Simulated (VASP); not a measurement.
# Al2O3 (P-6m2) in VASP: notebook

The runs below take Al2O3 through single point, with PBE.

All numbers are computed with VASP 6.6.1; they aren't measurements. Logs are shortened: lines on timing, memory, paths and dates and some standing lists are left out, and cuts for length are marked.

### Step 1. The crystal as given

The structure is hexagonal, space group P-6m2 (No. 187). Conventional cell: a = 2.884 Å, b = 2.884 Å, c = 9.337 Å, α = 90.00°, β = 90.00°, γ = 120.00°. Around Al (site symmetry 3m) lie 3 O at 1.80 Å. Around O (site symmetry 3m) lie 3 Al at 1.80 Å. O (site symmetry -6m2) has 6 Al at 2.18 Å as nearest neighbours.

Measurements of this composition are mostly on another form, of space group No. 167.

### Step 2. Single point, PBE

The input, INCAR:

```
SYSTEM = Al2O3
  ADDGRID = .FALSE.
  ALGO = Normal
  EDIFF = 1E-7
  ENCUT = 400
  GGA = PE
  ISIF = 2
  ISMEAR = 0
  LASPH = .TRUE.
  LCHARG = .FALSE.
  LREAL = .FALSE.
  LWAVE = .FALSE.
  NBANDS = 20
  NELM = 100
  PREC = Accurate
  SIGMA = 0.5
```

The input, KPOINTS:

```
k-points
0
G
  8 8 2
  0 0 0
```

The input, POSCAR:

```
Al2O3
1.0
    2.8843249483      0.0000000000      0.0000000000
   -1.4421624742      2.4978986780      0.0000000000
    0.0000000000      0.0000000000      9.3367544600
Al O
2 3
Direct
    0.0000000000      0.0000000000      0.8500076700
    0.0000000000      0.0000000000      0.1499923300
    0.3333333333      0.6666666667      0.7776830800
    0.6666666667      0.3333333333      0.0000000000
    0.3333333333      0.6666666667      0.2223169200
```

Potentials or basis: VASP PAW PBE potentials, release 64 (Al, O_s).

On the command line:

```
cat potpaw_PBE.64/Al/POTCAR potpaw_PBE.64/O_s/POTCAR > POTCAR
mpirun -np 1 vasp_std > vasp.out
```

OUTCAR:

```text
SYSTEM = Al2O3
   EDIFF = 1E-7
   ENCUT = 400
   GGA = PE
   ISIF = 2
   ISMEAR = 0
   LASPH = .TRUE.
   LREAL = .FALSE.
   NELM = 100
   PREC = Accurate

 Found     20 irreducible k-points:

 Following reciprocal coordinates:
            Coordinates               Weight
  0.000000  0.000000  0.000000      1.000000
  0.125000 -0.000000  0.000000      6.000000
  0.250000 -0.000000  0.000000      6.000000
  0.375000  0.000000  0.000000      6.000000
  0.500000 -0.000000  0.000000      3.000000
  0.125000  0.125000  0.000000      6.000000
   k-points           NKPTS =     20   k-points in BZ     NKDIM =     20   number of bands    NBANDS=     20
   number of dos      NEDOS =    301   number of ions     NIONS =      5
   total plane-waves  NPLWV =  25600
   dimension x,y,z NGX =    20 NGY =   20 NGZ =   64
   dimension x,y,z NGXF=    40 NGYF=   40 NGZF=  128
   ions per type =               2   3
   NGX,Y,Z   is equivalent  to a cutoff of  11.53, 11.53, 11.40 a.u.
   NGXF,Y,Z  is equivalent  to a cutoff of  23.06, 23.06, 22.79 a.u.
 SYSTEM =  Al2O3
   PREC   = accura    normal or accurate (medium, high low for compatibility)
   ISTART =      0    job   : 0-new  1-cont  2-samecut
   ICHARG =      2    charge: 1-file 2-atom 10-const
   ISPIN  =      1    spin polarized calculation?
   LNONCOLLINEAR =      F non collinear calculations
   LSORBIT =      F    spin-orbit coupling
   LASPH  =      T    aspherical Exc in radial PAW
   ENCUT  =  400.0 eV  29.40 Ry    5.42 a.u.   4.70  4.70 15.23*2*pi/ulx,y,z
   NELM   =    100;   NELMIN=  2; NELMDL= -5     # of ELM steps
   EDIFF  = 0.1E-06   stopping-criterion for ELM
   LREAL  =      F    real-space projection
   EDIFFG = 0.1E-05   stopping-criterion for IOM
   NSW    =      0    number of steps for IOM
   IBRION =     -1    ionic relax: 0-MD 1-quasi-New 2-CG
   NFREE  =      0    steps in history (QN), initial steepest desc. (CG)
   ISIF   =      2    stress and relaxation
   ISYM   =      2    0-nonsym 1-usesym 2-fastsym
   POTIM  = 0.5000    time-step for ionic-motion
   TEBEG  =    0.0;   TEEND  =   0.0 temperature during run
   PSTRESS=    0.0 pullay stress
   NELECT =      24.0000    total number of electrons
   NUPDOWN=      -1.0000    fix difference up-down
   EMIN   =  10.00;   EMAX   =-10.00  energy-range for DOS
   EFERMI =   0.00;   METHOD = LEGACY
   ISMEAR =     0;   SIGMA  =   0.50  broadening in eV -4-tet -1-fermi 0-gaus
   EFERMI_NEDOS =   21; number of points for ismear=-14 and -15
   IALGO  =     38    algorithm
   IMIX   =      4    mixing-type and parameters
     AMIX     =   0.40;   BMIX     =  1.00
     AMIX_MAG =   1.60;   BMIX_MAG =  1.00
  volume/ion in A,a.u.               =      13.45        90.79
  Fermi-wavevector in a.u.,A,eV,Ry     =   1.161111  2.194181 18.343074  1.348178
  Thomas-Fermi vector in A             =   2.297686
   LORBIT       =      0    0 simple, 1 ext, 2 COOP (PROOUT), +10 PAW based schemes
   GGA     = PE    functional components
   LHFCALC =     F    Hartree Fock is set to
   AEXX    =    0.0000 exact exchange contribution
   IVDW    =     0    specifies the selected vdW correction
   LEPSILON=     F    determine dielectric tensor
   LRPA    =     F    only Hartree local field effects (RPA)
 non-spin polarized calculation
 Gauss-broadening in eV      SIGMA  =   0.50
  energy-cutoff  :      400.00
  volume of cell :       67.27
 maximum number of plane-waves:      1243
 NGX is ok and might be reduce to    20
   NGX =  9   NGY =  9   NGZ = 31

 number of electron      24.0000003 magnetization

 Free energy of the ion-electron system (eV)
  ---------------------------------------------------
  ext. energy  EPLUGINS =         0.00000000
  ---------------------------------------------------
  free energy    TOTEN  =       -36.31770274 eV

  energy without entropy =      -36.31770274  energy(sigma->0) =      -36.31770274

 E-fermi :   3.4074     XC(G=0):  -8.5355

 val. band max:        1.1129335701   @ k =   0.1250   0.1250   0.0000
 cond. band min:       5.8677546668   @ k =   0.0000   0.0000   0.0000
 fundamental gap:      4.7548210966
 Fermi energy:         3.4074330670

 k-point     1 :       0.0000    0.0000    0.0000
  band No.  band energies     occupation
      1     -17.6031      2.00000
      2     -16.5756      2.00000
      3     -15.3948      2.00000
      4      -3.8468      2.00000
      5      -0.9751      2.00000
      6      -0.3683      2.00000
[... 12 lines left out ...]
     19      15.9892      0.00000
     20      15.9892      0.00000

 k-point     2 :       0.1250   -0.0000    0.0000
  band No.  band energies     occupation
      1     -17.4149      2.00000
      2     -16.4358      2.00000
      3     -15.3282      2.00000
      4      -3.7474      2.00000
      5      -1.4958      2.00000
      6      -0.8448      2.00000
[... 12 lines left out ...]
     19      14.7012      0.00000
     20      15.8142      0.00000

 k-point     3 :       0.2500   -0.0000    0.0000
  band No.  band energies     occupation
      1     -16.9009      2.00000
      2     -16.0755      2.00000
      3     -15.1885      2.00000
      4      -3.7520      2.00000
      5      -2.9429      2.00000
      6      -1.9121      2.00000
[... 12 lines left out ...]
     19      14.0260      0.00000
     20      14.6463      0.00000

 k-point     4 :       0.3750    0.0000    0.0000
  band No.  band energies     occupation
      1     -16.2330      2.00000
      2     -15.6758      2.00000
      3     -15.1382      2.00000
      4      -4.3299      2.00000
      5      -4.2995      2.00000
      6      -2.8873      2.00000
[... 12 lines left out ...]
     19      14.1760      0.00000
     20      15.1804      0.00000

 k-point     5 :       0.5000   -0.0000    0.0000
  band No.  band energies     occupation
      1     -15.8222      2.00000
      2     -15.4957      2.00000
      3     -15.2288      2.00000
      4      -4.8346      2.00000
      5      -4.6771      2.00000
      6      -3.2619      2.00000
[... 12 lines left out ...]
     19      14.7197      0.00000
     20      14.7723      0.00000

 k-point     6 :       0.1250    0.1250    0.0000
  band No.  band energies     occupation
      1     -17.0631      2.00000
      2     -16.1850      2.00000
      3     -15.2240      2.00000
      4      -3.6809      2.00000
      5      -2.3194      2.00000
      6      -1.8512      2.00000
[... 12 lines left out ...]
     19      14.0905      0.00000
     20      14.7808      0.00000

 [... further k-points ...]
[... 5 lines left out ...]
  --------------------------------------------------------------------------------------
  -------------------------------------------------------------------------------------
  Total        0.2197681      0.2197681     -0.1318621     -0.0000000      0.0000000      0.0000000
  in kB        5.2343201      5.2343201     -3.1406208     -0.0000000      0.0000000      0.0000000
  external PRESSURE =       2.4426731 kB  Pullay stress =       0.0000000 kB

 VOLUME and BASIS-vectors are now :
 -----------------------------------------------------------------------------
  energy-cutoff  :      400.00
  volume of cell :       67.27
      direct lattice vectors                 reciprocal lattice vectors
     2.884324948  0.000000000  0.000000000     0.346701574  0.200168247  0.000000000
    -1.442162474  2.497898678  0.000000000     0.000000000  0.400336494  0.000000000
     0.000000000  0.000000000  9.336754460     0.000000000  0.000000000  0.107103598

 POSITION                                       TOTAL-FORCE (eV/Angst)
 -----------------------------------------------------------------------------------
      0.00000      0.00000      7.93631         0.000000     -0.000000     -0.063154
      0.00000      0.00000      1.40044         0.000000     -0.000000      0.063154
     -0.00000      1.66527      7.26104        -0.000000      0.000000      0.038527
      1.44216      0.83263      0.00000         0.000000     -0.000000      0.000000
     -0.00000      1.66527      2.07572        -0.000000     -0.000000     -0.038527
 -----------------------------------------------------------------------------------
    total drift:                               -0.000001      0.000000     -0.000000

  FREE ENERGIE OF THE ION-ELECTRON SYSTEM (eV)
  ---------------------------------------------------
  free  energy   TOTEN  =       -36.3177027361 eV

  energy  without entropy=      -36.3177027360  energy(sigma->0) =      -36.31770274
```

OSZICAR:

```text
N       E                     dE             d eps       ncg     rms          rms(c)
DAV:   1     0.117565326818E+03    0.11757E+03   -0.10638E+04   800   0.889E+02
DAV:   2    -0.353896923846E+02   -0.15296E+03   -0.14998E+03   884   0.293E+02
DAV:   3    -0.408603932488E+02   -0.54707E+01   -0.54570E+01  1104   0.535E+01
DAV:   4    -0.409219681570E+02   -0.61575E-01   -0.61571E-01   924   0.573E+00
[... 27 lines left out ...]
DAV:  32    -0.363177029447E+02   -0.29454E-08   -0.61232E-05   900   0.767E-02    0.116E-01
DAV:  33    -0.363177015161E+02    0.14286E-05   -0.18660E-06   932   0.122E-02    0.409E-02
DAV:  34    -0.363177020545E+02   -0.53841E-06   -0.12218E-06   944   0.116E-02    0.242E-02
DAV:  35    -0.363177027487E+02   -0.69423E-06   -0.61467E-07   884   0.726E-03    0.235E-02
DAV:  36    -0.363177027361E+02    0.12654E-07   -0.15093E-07   804   0.406E-03
   1 F= -.36317703E+02 E0= -.36317703E+02  d E =-.371821E-10
```

Wall time 27 s (1 thread of Intel Xeon Platinum 8488C (Sapphire Rapids), shared host); peak memory 0.15 GiB.

The run converged, but some of its settings lie outside the range that counts as converged, so its numbers aren't taken as properties of the crystal.

Results:

- Free energy: -36.3177 eV
- Pressure: 0.2 GPa
- Largest force: 0.063 eV/Å
- Band gap on the k mesh: 4.75 eV, indirect (least direct gap 4.99 eV)

### Step 3. Single point, PBE

INCAR: that of step 2 with these lines changed.

```diff
@@ -15,2 +15,2 @@
   PREC = Accurate
-  SIGMA = 0.5
+  SIGMA = 0.1
```

KPOINTS is that of step 2.

POSCAR is that of step 2.

Potentials or basis: VASP PAW PBE potentials, release 64 (Al, O_s).

On the command line:

```
cat potpaw_PBE.64/Al/POTCAR potpaw_PBE.64/O_s/POTCAR > POTCAR
mpirun -np 1 vasp_std > vasp.out
```

Run time: 28 s. Hardware: 1 thread of Intel Xeon Platinum 8488C (Sapphire Rapids), shared host; peak memory 0.15 GiB.

The run converged, but some of its settings lie outside the range that counts as converged, so its numbers aren't taken as properties of the crystal.

What came out:

| Item | Value |
| --- | --- |
| Free energy | -36.3177 eV |
| Pressure | 0.2 GPa |
| Largest force | 0.063 eV/Å |
| Band gap on the k mesh | 4.75 eV, indirect (least direct gap 4.99 eV) |
